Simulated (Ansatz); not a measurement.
# Does disorder add resistance in series? Al(111) layers with 12.5 % Rh

Two lengths of the disordered region are known. What area resistance does the third give?

How it was computed: Ansatz 0.2.0, plane waves with PAW datasets at their recommended cutoffs (420 eV for most), Fermi-Dirac smearing; ballistic transmission by layer matching. The area resistance is RA = A (h/2e²)(1/T − 1/N), with T the zone-mean transmission per spin and N the lead's channels, both averaged over a few energies near the Fermi level; for magnets each spin is taken apart, with h/e², and the two conduct in parallel. Lateral cell 2x2, PBE, a fresh random draw for each length.

Results; the value marked ? is to be predicted:

```tsv
length (Å)	channels N	RA (fΩ m²)
9.35	5.430	0.501
18.7	5.470	1.31
28.0	5.530	?
```

**Estimate by hand.**

Ohm's law makes RA linear in the length: the slope is (1.31 − 0.501)/(18.7 − 9.35) = 0.0869 fΩ m² per Å, or 87 µΩ cm. Then 1.31 + 0.0869 × 9.35. Predicted: 2.13 fΩ m².

**The withheld run.**

2.00 fΩ m², so the prediction is 6.0 % too high. The three lengths together give 80 µΩ cm. The two increments are 0.81 and 0.69 fΩ m², roughly as Ohm's law has it, though with one draw for each length that is a weak test.

**Limits.** The scatterers repeat sideways with the small cell. The slope is a raw one; a model of isotropic scattering puts it 1.00 times the bulk value over these lengths. Atoms sit unrelaxed on the host's lattice, and the pair may not mix at random in practice.

[Logs are printed without paths, hosts, clocks, repeated set-up lines and the standing remarks that a program may print on its own settings, such as how far it seeks lower states.]
